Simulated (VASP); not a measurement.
# Se (P3_121) in VASP: electric field gradients with PBE

Aim: the electric field gradients of Se with PBE.

All numbers are computed with VASP 6.6.1; they aren't measurements. Logs are shortened: lines on timing, memory, paths and dates and some standing lists are left out, and cuts for length are marked.

### 1 Starting point

The structure is trigonal, space group P3_121 (No. 152). The conventional cell has a = 4.366 Å, b = 4.366 Å, c = 4.954 Å, α = 90.00°, β = 90.00°, γ = 120.00°. Se (site symmetry 2) is surrounded by 2 Se at 2.37 Å.

### 2 Electric field gradients, PBE

INCAR

```
PREC     = Accurate       # precision mode
ENCUT    = 520            # plane-wave cutoff, eV
EDIFF    = 1E-8           # SCF threshold, eV
ISMEAR   = -1             # smearing method
SIGMA    = 0.03           # smearing width, eV
LREAL    = F              # projectors in reciprocal space
LASPH    = T              # aspherical terms in the spheres
NELM     = 100            # most SCF steps
ALGO     = Fast           # electronic algorithm
ISIF     = 2              # what is computed and relaxed
LWAVE    = F              # write WAVECAR
LCHARG   = F              # write CHGCAR
GGA      = PE             # functional
LEFG     = T            
NBANDS   = 16             # bands
```

KPOINTS

```
Automatic mesh
0
Gamma
  6 6 5
```

POSCAR

```
Se
1.0
    4.3661999489      0.0000000000      0.0000000000
   -2.1830999745      3.7812400738      0.0000000000
    0.0000000000      0.0000000000      4.9536000000
Se
3
Direct
    0.2254000000      0.0000000000      0.3333333333
    0.0000000000      0.2254000000      0.6666666667
    0.7746000000      0.7746000000      0.0000000000
```

Potentials or basis: VASP PAW PBE potentials, release 64 (Se).

Command:

```sh
$ cat potpaw_PBE.64/Se/POTCAR > POTCAR
$ mpirun -np 1 vasp_std > vasp.out
```

OUTCAR:

```text
PREC = Accurate
   ENCUT = 520
   EDIFF = 1E-8
   ISMEAR = -1
   LREAL = F
   LASPH = T
   NELM = 100
   ISIF = 2
   GGA = PE

 ion  position               nearest neighbor table
   1  0.225  0.000  0.333-   3 2.37   2 2.37
   2  0.000  0.225  0.667-   3 2.37   1 2.37
   3  0.775  0.775  0.000-   1 2.37   2 2.37

  LATTYP: Found a hexagonal cell.
 ALAT       =     4.3661999489
 C/A-ratio  =     1.1345334749

  Lattice vectors:

 A1 = (   4.3661999489,   0.0000000000,   0.0000000000)
 A2 = (  -2.1830999745,   3.7812400738,   0.0000000000)
 A3 = (   0.0000000000,   0.0000000000,   4.9536000000)

Analysis of symmetry for initial positions (statically):
=====================================================================
 Subroutine PRICEL returns:
 Original cell was already a primitive cell.

 Routine SETGRP: Setting up the symmetry group for a
 hexagonal supercell.

 Subroutine GETGRP returns: Found  6 space group operations
 (whereof  2 operations were pure point group operations)
 out of a pool of 24 trial point group operations.

The static configuration has the point symmetry C_2 .
 The point group associated with its full space group is D_3 .

Analysis of symmetry for dynamics (positions and initial velocities):
=====================================================================
 Subroutine PRICEL returns:
 Original cell was already a primitive cell.

 Routine SETGRP: Setting up the symmetry group for a
 hexagonal supercell.

 Subroutine GETGRP returns: Found  6 space group operations
 (whereof  2 operations were pure point group operations)
 out of a pool of 24 trial point group operations.

The dynamic configuration has the point symmetry C_2 .
 The point group associated with its full space group is D_3 .

 Subroutine INISYM returns: Found  6 space group operations
 (whereof  2 operations are pure point group operations),
 and found     1 'primitive' translations

----------------------------------------------------------------------------------------

                                     Primitive cell

  volume of cell :      81.7822

[... 126 lines left out ...]
   NGX = 17   NGY = 17   NGZ = 19

 number of electron      18.0000001 magnetization

 Free energy of the ion-electron system (eV)
  ---------------------------------------------------
  ext. energy  EPLUGINS =         0.00000000
  ---------------------------------------------------
  free energy    TOTEN  =       -10.46980665 eV

  energy without entropy =      -10.46980665  energy(sigma->0) =      -10.46980665

 E-fermi :   3.2100     XC(G=0):  -8.8423

 val. band max:        2.5730358765   @ k =  -0.1667   0.5000   0.4000
 cond. band min:       3.8846145238   @ k =   0.0000   0.0000   0.4000
 fundamental gap:      1.3115786473
 Fermi energy:         3.2099516487

 k-point     1 :       0.0000    0.0000    0.0000
  band No.  band energies     occupation
      1     -13.1745      2.00000
      2      -9.0518      2.00000
      3      -9.0518      2.00000
      4      -1.1590      2.00000
      5      -1.1590      2.00000
      6      -1.0822      2.00000
[... 433 lines left out ...]
      3      -7.5504      2.00000
      4      -2.6644      2.00000
      5      -1.7763      2.00000
      6      -1.1781      2.00000
[... 8 lines left out ...]
     15      10.6492      0.00000
     16      11.0283      0.00000

 [... further k-points ...]
[... 5 lines left out ...]
  --------------------------------------------------------------------------------------
  -------------------------------------------------------------------------------------
  Total        1.1796381      1.1796381      2.1026530     -0.0000000      0.0000000      0.0000000
  in kB       23.1100321     23.1100321     41.1926161     -0.0000000      0.0000000      0.0000000
  external PRESSURE =      29.1375601 kB  Pullay stress =       0.0000000 kB

 VOLUME and BASIS-vectors are now :
 -----------------------------------------------------------------------------
  energy-cutoff  :      520.00
  volume of cell :       81.78
      direct lattice vectors                 reciprocal lattice vectors
     4.366199949  0.000000000  0.000000000     0.229032113  0.132231752  0.000000000
    -2.183099975  3.781240074  0.000000000     0.000000000  0.264463504  0.000000000
     0.000000000  0.000000000  4.953600000     0.000000000  0.000000000  0.201873385

 POSITION                                       TOTAL-FORCE (eV/Angst)
 -----------------------------------------------------------------------------------
      0.98414      0.00000      1.65120         0.431777     -0.000000     -0.000000
     -0.49207      0.85229      3.30240        -0.215889      0.373930      0.000000
      1.69103      2.92895      0.00000        -0.215889     -0.373930     -0.000000
 -----------------------------------------------------------------------------------
    total drift:                                0.000000      0.000000      0.000000

  FREE ENERGIE OF THE ION-ELECTRON SYSTEM (eV)
  ---------------------------------------------------
  free  energy   TOTEN  =       -10.4698066517 eV

  energy  without entropy=      -10.4698066516  energy(sigma->0) =      -10.46980665

 Electric field gradients (V/A^2)
---------------------------------------------------------------------
 ion       V_xx      V_yy      V_zz      V_xy      V_xz      V_yz
---------------------------------------------------------------------
   1     166.970  -340.758   173.788    -0.000     0.000   331.065
   2    -213.826    40.038   173.788  -219.853  -286.711  -165.533
   3    -213.826    40.038   173.788   219.852   286.711  -165.533
---------------------------------------------------------------------

 Electric field gradients after diagonalization (V/A^2)
 (convention: |V_zz| > |V_xx| > |V_yy|)
----------------------------------------------------------------------
 ion       V_xx      V_yy      V_zz     asymmetry (V_yy - V_xx)/ V_zz
----------------------------------------------------------------------
   1     335.792   166.970  -502.762       0.336
   2     335.792   166.970  -502.762       0.336
   3     335.792   166.970  -502.762       0.336
----------------------------------------------------------------------

           NMR quadrupolar parameters

 Cq : quadrupolar parameter    Cq=e*Q*V_zz/h
 eta: asymmetry parameters     (V_yy - V_xx)/ V_zz
 Q  : nuclear electric quadrupole moment in mb (millibarn)
----------------------------------------------------------------------
 ion       Cq(MHz)       eta       Q (mb)
----------------------------------------------------------------------
   1      -1.216       0.336       1.000
   2      -1.216       0.336       1.000
   3      -1.216       0.336       1.000
----------------------------------------------------------------------
```

stdout:

```text
POSCAR found type information on POSCAR Se
 POSCAR found :  1 types and       3 ions
 scaLAPACK will be used
 LDA part: xc-table for (Slater+PW92), standard interpolation
 POSCAR, INCAR and KPOINTS ok, starting setup
 FFT: planning ... GRIDC
 FFT: planning ... GRID_SOFT
 FFT: planning ... GRID
 WAVECAR not read
 entering main loop
ion   1

ion   2
     0.0000499     4.2072720     3.0773541    -2.7418958     5.3301337     2.4290696
     0.0000687     4.2072720     3.0773541    -2.7418957     5.3301337     2.4290696
     0.0000946     4.2072719     3.0773541    -2.7418957     5.3301336     2.4290696
     0.0001302     4.2072719     3.0773540    -2.7418956     5.3301335     2.4290695

     0.0000499   201.2967378   151.4595763  -137.6549487   262.3356814   116.2187257
     0.0000687   201.2918355   151.4558803  -137.6515898   262.3292797   116.2158954
     0.0000946   201.2838877   151.4498884  -137.6461446   262.3189014   116.2113067
     0.0001302   201.2710667   151.4402227  -137.6373613   262.3021599   116.2039045

ion   3
     0.0000499    -4.2072720     3.0773541    -2.7418958    -5.3301337     2.4290696
     0.0000687    -4.2072720     3.0773541    -2.7418957    -5.3301337     2.4290696
     0.0000946    -4.2072719     3.0773541    -2.7418957    -5.3301336     2.4290696
     0.0001302    -4.2072719     3.0773540    -2.7418956    -5.3301335     2.4290695

     0.0000499  -201.2967378   151.4595763  -137.6549487  -262.3356814   116.2187257
     0.0000687  -201.2918355   151.4558803  -137.6515898  -262.3292797   116.2158954
     0.0000946  -201.2838878   151.4498884  -137.6461446  -262.3189014   116.2113067
     0.0001302  -201.2710668   151.4402227  -137.6373613  -262.3021599   116.2039045
```

It took 35 s on 1 thread of Intel Xeon Platinum 8375C at 2.90GHz (Ice Lake), shared host; peak memory 0.19 GiB.

Results:

```
Free energy            : -10.4698 eV
Pressure               : 2.9 GPa
Largest force          : 0.432 eV/Å
Band gap on the k mesh : 1.31 eV, indirect (least direct gap 1.51 eV)
```

Forces on the atoms (eV/Å):
```
Se   0.432  0.000  0.000
Se  -0.216  0.374  0.000
Se  -0.216 -0.374  0.000
```

Stress tensor (GPa, compression positive):
```
2.31 0.00 0.00
0.00 2.31 0.00
0.00 0.00 4.12
```

Levels at points of the mesh, in eV from the valence-band top:
| k point | band 7 | band 8 | band 9 | band 10 | band 11 | band 12 |
| --- | --- | --- | --- | --- | --- | --- |
| (0.00, 0.00, 0.00) | -1.95 | -1.95 | -0.31 | 1.99 | 1.99 | 2.27 |
| (0.50, 0.00, 0.00) | -2.80 | -1.68 | -0.90 | 2.04 | 2.43 | 4.22 |

Electric field gradients, principal values (V/Å²):
| atom | Vxx | Vyy | Vzz |
| --- | --- | --- | --- |
| 1 Se | 166.970 | 335.792 | -502.762 |
| 2 Se | 166.970 | 335.792 | -502.762 |
| 3 Se | 166.970 | 335.792 | -502.762 |

Caveat: an odd mesh through Γ misses points on the zone boundary, where band edges often lie.
